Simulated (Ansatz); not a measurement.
Write the native input for Ansatz 0.2.0 that does the following.

```
Task                : relaxation of cell and atoms
Functional          : PBEsol
Potentials or basis : Ansatz PAW
Cutoff              : 420 eV (not typed: the program's choice for these potentials)
k mesh              : 7 × 7 × 7
Occupations         : fermi-dirac, width 0.05 eV
Spin                : no spin polarisation
```

The system is HgTe (Coloradoite).

```
Hg Te
1.0
     0.00000    3.21450    3.21450
     3.21450    0.00000    3.21450
     3.21450    3.21450    0.00000
Hg Te
1 1
Cartesian
  0.0000 0.0000 0.0000
  4.8217 4.8217 4.8217
```

One way to write it, as run:

input.yaml

```yaml
crystal:
  lattice:
    - [0.0, 3.2145, 3.2145]
    - [3.2145, 0.0, 3.2145]
    - [3.2145, 3.2145, 0.0]
  atoms:
    - { symbol: Hg, position: [0.0, 0.0, 0.0] }
    - { symbol: Te, position: [0.75, 0.75, 0.75] }
hamiltonian:
  xc: pbesol
  pseudopotentials: { kind: paw }
kpoints:
  mp_grid: { grid: [7, 7, 7] }
scf:
  occupations: { method: fermi_dirac, width: 0.05 }
output:
  forces: true
  stress: true
relax:
  f_tol: 0.01
  max_steps: 40
  cell: { stress_tol: 0.05 }
```

Potentials or basis: Ansatz PAW.

The run is started by

```console
$ ansatz run input.yaml --threads 2 --pin off --max-ram 5120MiB --backend cpu --events-out ev --progress --plain --runs-dir out
```

Results of the run:

| Quantity | Value |
| --- | --- |
| Relaxed volume | 34.50 Å³/atom |
| Relaxed cell | a = 4.604 Å, b = 4.604 Å, c = 4.604 Å, α = 60.00°, β = 60.00°, γ = 60.00° |
| Space group after relaxing (to 0.05 Å) | F-43m (No. 216) |
| Energy gained by relaxing | 6.8 meV/atom |
| Ionic steps | 5 |
| Pressure after relaxing | 0.0 GPa |

Caveat: the plane-wave basis is chosen anew once the cell has moved, so the energies of steps on either side of that aren't comparable; the PAW data sets come from PBE, with cores solved anew for the run's functional, which leaves a small shift of forces and pressure.

Wall time 6.9 s on 2 threads of Arm Neoverse V1, on a shared host, peak memory 0.34 GiB.
